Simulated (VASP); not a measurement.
# VASP 6.6.1 run: Si

INCAR

```
NELM = 120
EDIFF = 1E-7
NSW = 0
LREAL = .FALSE.
METAGGA = RSCAN
LWAVE = .FALSE.
SIGMA = 0.02
ENCUT = 520
IBRION = -1
PREC = Accurate
ISIF = 2
ISMEAR = -1
LCHARG = .FALSE.
NBANDS = 5
LASPH = .TRUE.
```

KPOINTS

```
KPOINTS created by Atomic Simulation Environment
0
Gamma
8 8 8
0 0 0
```

POSCAR

```
Si
 1.0000000000000000
     0.0000000000000000    2.7221188960354810    2.7221188960354810
     2.7221188960354810   -0.0000000000000000    2.7221188960354810
     2.7221188960354810    2.7221188960354810   -0.0000000000000000
 Si
   2
Cartesian
 -0.0000000000000000  0.0000000000000000 -0.0000000000000000
  1.3610594480177407  1.3610594480177407  1.3610594480177407
```

The recommended PBE PAW datasets give the neutral cell 8 valence electrons.

Command

```
mpirun -np 1 vasp_std
```

Question: How does this run end, and what does it give?

Answer: It converged. Results: gap between bands v and c on the k mesh 0.82 eV; least direct gap on the k mesh 2.74 eV; pressure -0.5 GPa. Band v is the last that the valence electrons fill when counted band by band, and c is the next.

OSZICAR

```
N       E                     dE             d eps       ncg     rms          rms(c)
DAV:   1     0.107154108710E+02    0.10715E+02   -0.34253E+03   290   0.130E+03
DAV:   2    -0.213552163023E+02   -0.32071E+02   -0.30982E+02   395   0.149E+02
DAV:   3    -0.224896337565E+02   -0.11344E+01   -0.10887E+01   375   0.317E+01
DAV:   4    -0.225052924845E+02   -0.15659E-01   -0.15659E-01   445   0.353E+00
DAV:   5    -0.225053627443E+02   -0.70260E-04   -0.70260E-04   425   0.160E-01    0.585E+00
DAV:   6    -0.213830160227E+02    0.11223E+01   -0.13420E-01   340   0.457E+00    0.390E+00
DAV:   7    -0.213714556210E+02    0.11560E-01   -0.14624E-01   345   0.388E+00    0.222E-01
DAV:   8    -0.213708127278E+02    0.64289E-03   -0.34881E-03   355   0.650E-01    0.168E-01
DAV:   9    -0.213709889530E+02   -0.17623E-03   -0.26564E-04   375   0.264E-01    0.306E-02
DAV:  10    -0.213709910701E+02   -0.21171E-05   -0.46230E-06   405   0.284E-02    0.252E-02
DAV:  11    -0.213709964187E+02   -0.53486E-05   -0.85076E-07   370   0.148E-02    0.357E-03
DAV:  12    -0.213709955944E+02    0.82428E-06   -0.19219E-08   195   0.190E-03    0.307E-04
DAV:  13    -0.213709955530E+02    0.41378E-07   -0.30297E-09   175   0.817E-04
   1 F= -.21370996E+02 E0= -.21370996E+02  d E =-.217769E-10
```

Standard output (part)

```
POSCAR found type information on POSCAR Si
 POSCAR found :  1 types and       2 ions
 LDA part: xc-table for (None), standard interpolation
 POSCAR, INCAR and KPOINTS ok, starting setup
 WAVECAR not read
 entering main loop
```

For comparison, a separate PBE run of the intended cell, on usual settings and not on those above, gives a gap of 0.63 eV on its mesh and a pressure of 1.2 GPa.
